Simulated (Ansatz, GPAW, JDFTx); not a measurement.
V: programs and potentials compared

```xyz
2
Lattice="2.6043 0.0000 0.0000 -1.3021 2.2554 0.0000 0.0000 0.0000 4.7233" Properties=species:S:1:pos:R:3 pbc="T T T"
V     0.0000    1.5036    1.1808
V     1.3021    0.7518    3.5425
```

This isn't the form of V at room conditions, which is bcc.

Alike in all runs: task single point; functional PBEsol; k mesh 12 × 12 × 6; occupations fermi-dirac, width 0.05 eV; collinear spin, ferromagnetic start; no spin-orbit coupling. Pressure is positive in compression and, in plane waves, holds the error of the finite cutoff, which Ansatz's Pulay term estimates and takes out.

| program and potentials | plane-wave cutoff (eV) | notes | band gap (eV) | pressure (GPa) | net moment per atom (μB) |
| --- | --- | --- | --- | --- | --- |
| Ansatz, Ansatz PAW | 420 | potentials made for PBE, which Ansatz adapts in part; Pulay term of +0.06 GPa included | no gap | -7.21 | 0.00 |
| Ansatz, all-electron LAPW, scalar-relativistic | - | - | no gap | -7.24 | 0.00 |
| JDFTx, PseudoDojo-SR-PBEsol-0.4.1-standard with smoothed tails | 1143 | - | no gap | -7.17 | 0.00 |
| GPAW, PAW data sets generated for this functional | 600 | - | no gap | -5.94 | 0.00 |

None finds a gap. The pressure spans -7.24 (Ansatz, all-electron LAPW, scalar-relativistic) to -5.94 GPa (GPAW, PAW data sets generated for this functional), with all-electron results at -7.24. All agree on the net moment per atom. The state is the one that the start led to, which needn't be the lowest.

Differences between rows come from potentials, basis sets and numerical settings, since the functional is the same but for its coding. Runs on potential files found faulty are left out.

The negative pressures mean that this hexagonal cell is stretched: at fixed shape, PBEsol would favour a smaller volume. The cohesion behind this pull comes mainly from partly filled, broad 3d bands, in which mostly bonding states are occupied. The same bands cross the Fermi level and make the phase metallic. Their width also explains the vanishing moment, since the exchange gained by spin polarisation doesn't repay the kinetic energy it costs, and the ferromagnetic start collapses.

Three of the four rows nearly coincide in pressure, including the all-electron one, so the tension is well supported. GPAW agrees on its sign but finds it weaker, at -5.94 GPa; an unconverged plane-wave basis usually errs towards more negative pressure, so the PAW data set is the likelier source. The offset matters for an equilibrium volume but not for the metallic, non-magnetic character. As the pressure averages over directions, it doesn't show whether the axial ratio, well above that of ideal close packing, is itself relaxed.
